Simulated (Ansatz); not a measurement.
One crystal and one scan (scan of one atom of the cell) at two levels, PBE (plane waves to 420 eV, PAW, scalar-relativistic; Ansatz, a program for electronic structure) and r2SCAN (plane waves to 500 eV, PAW, scalar-relativistic; Ansatz), each from its own relaxed cell and on its own mesh. The cell shown is that of PBE.

CsPbI$_{3}$ (cubic perovskite)

```xyz
5
Lattice="6.3905 0.0000 0.0000 0.0000 6.3905 0.0000 0.0000 0.0000 6.3905" Properties=species:S:1:pos:R:3 pbc="T T T"
Cs     0.0000     0.0000     0.0000
Pb     3.1952     3.1952     3.1952
I      0.0000     3.1952     3.1952
I      3.1952     3.1952     0.0000
I      3.1952     0.0000     3.1952
```

Scan: atom 4 (I, nearest neighbour Pb at 3.195 Å; its periodic images, 6.4 Å or more away, move with it) is displaced along Cartesian [111], direction (0.577, 0.577, 0.577) in Cartesian axes, by s. The other atoms stay.

Energies are smeared free energies. CsPbI3 was relaxed with its symmetry unable to fall. Spin-orbit coupling is left out, though I and Pb are heavy. This is a high-temperature form of CsPbI3. (PBE) On this mesh the relaxed cell isn't quite at rest: it carries a pressure of 0.1 GPa (compression positive) at the zero of the scan. (r2SCAN) On this mesh the relaxed cell isn't quite at rest: it carries a pressure of 0.1 GPa (compression positive) at the zero of the scan. Percentages come from the unrounded values. Both scans cover s from -0.320 to 0.320 Å.

```tsv
quantity	PBE	r2SCAN	PBE − r2SCAN
Lattice constant a (Å)	6.390	6.333	+0.057 (+0.9 %)
Energy at s = 0.320 Å (meV/cell)	31.2	40.2	-9.0 (-22 %)
Force along the line at s = -0.320 Å (eV/Å)	0.225	0.285	-0.060 (-21 %)
Force constant k = d²E/ds² at s = 0 (finite differences) (eV/Å²)	0.50	0.67	-0.17 (-25 %)
```

PBE gives the higher value for: lattice constant a. PBE gives the lower value for: energy at s = 0.320 Å; force along the line at s = -0.320 Å; force constant k = d²E/ds² at s = 0. Both give the same symmetry of the curve: even: the same for both signs. Neither level is exact: the differences show how much the result hangs on the functional.

ΔE (meV/cell), each from the undisplaced structure of its own level:

```json
[
 {"s (Å)": "-0.320", "PBE": "31.2", "r2SCAN": "40.2"},
 {"s (Å)": "-0.256", "PBE": "18.8", "r2SCAN": "24.4"},
 {"s (Å)": "-0.192", "PBE": "10.0", "r2SCAN": "13.1"},
 {"s (Å)": "-0.128", "PBE": "4.3", "r2SCAN": "5.6"},
 {"s (Å)": "-0.064", "PBE": "1.0", "r2SCAN": "1.4"},
 {"s (Å)": "0.000", "PBE": "0.0", "r2SCAN": "0.0"},
 {"s (Å)": "0.064", "PBE": "1.0", "r2SCAN": "1.4"},
 {"s (Å)": "0.128", "PBE": "4.3", "r2SCAN": "5.6"},
 {"s (Å)": "0.192", "PBE": "10.0", "r2SCAN": "13.1"},
 {"s (Å)": "0.256", "PBE": "18.8", "r2SCAN": "24.4"},
 {"s (Å)": "0.320", "PBE": "31.2", "r2SCAN": "40.2"}
]
```

(For displaced atoms, the force is minus the slope of the energy, and its curvature is a force constant, which sets phonon frequencies.)
